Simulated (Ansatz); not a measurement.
Be in Ansatz: convergence with k mesh

Crystal: Be.

```
Be
1.0
     2.28530    0.00000    0.00000
    -1.14265    1.97913    0.00000
     0.00000    0.00000    3.58420
Be
2
Direct
  0.68824 0.33844 0.75018
  0.31739 0.65676 0.25854
```

The cell isn't the ideal one: atoms moved at random, drawn with an rms of 0.05 Å.

- Program: Ansatz 0.2.0
- Task: convergence study
- Functional: PBE
- Potentials or basis: Ansatz PAW
- Cutoff: 420 eV (not typed: the program's choice for these potentials)
- k mesh: 4 × 4 × 2
- Occupations: methfessel-paxton, width 0.05 eV
- Spin: no spin polarisation

These are the settings of the first run; the series varies k mesh, with any setting tied to it.

Hardware: 2 threads of Intel(R) Xeon(R) Processor @ 2.50GHz (Skylake/Cascade Lake) (shared host).

| k mesh | energy less the tightest run, at zero smearing (meV/atom) | pressure (GPa) | largest force (eV/Å) | gap on the mesh (eV) | SCF cycles | CPU time (s) | peak memory (GiB) |
| --- | --- | --- | --- | --- | --- | --- | --- |
| 4 × 4 × 2 | 226.67 | -1.08 | 0.344 | 0.263 | 5 | 0.82 | 0.26 |
| 5 × 5 × 3 | 12.84 | -2.66 | 0.365 | 1.011 | 5 | 1.1 | 0.26 |
| 6 × 6 × 4 | 29.37 | -2.29 | 0.369 | 0.000 | 4 | 1.4 | 0.27 |
| 8 × 8 × 4 | 22.08 | -2.66 | 0.352 | 0.000 | 5 | 2.2 | 0.28 |
| 10 × 10 × 6 | 12.88 | -2.42 | 0.365 | 0.000 | 4 | 4.3 | 0.32 |
| 12 × 12 × 7 | -4.54 | -2.77 | 0.357 | 0.000 | 4 | 8.1 | 0.35 |
| 15 × 15 × 8 | 0.78 | -2.74 | 0.357 | 0.000 | 4 | 13 | 0.41 |
| 18 × 18 × 10 | 2.25 | -2.73 | 0.357 | 0.000 | 4 | 23 | 0.51 |
| 22 × 22 × 12 | 0.00 | -2.71 | 0.362 | 0.000 | 4 | 44 | 0.69 |

Against the tightest run, the pressure stays within 0.1 GPa from 12 × 12 × 7 on; the gap on the mesh stays within 0.01 eV from 6 × 6 × 4 on. Not settled before the last step: the energy (to 1 meV/atom), the largest force (to 0.005 eV/Å). Meshes of other sizes hit other points, so gaps and Fermi surfaces needn't settle smoothly. The tightest run that finished is the yardstick and may itself not be fully converged.
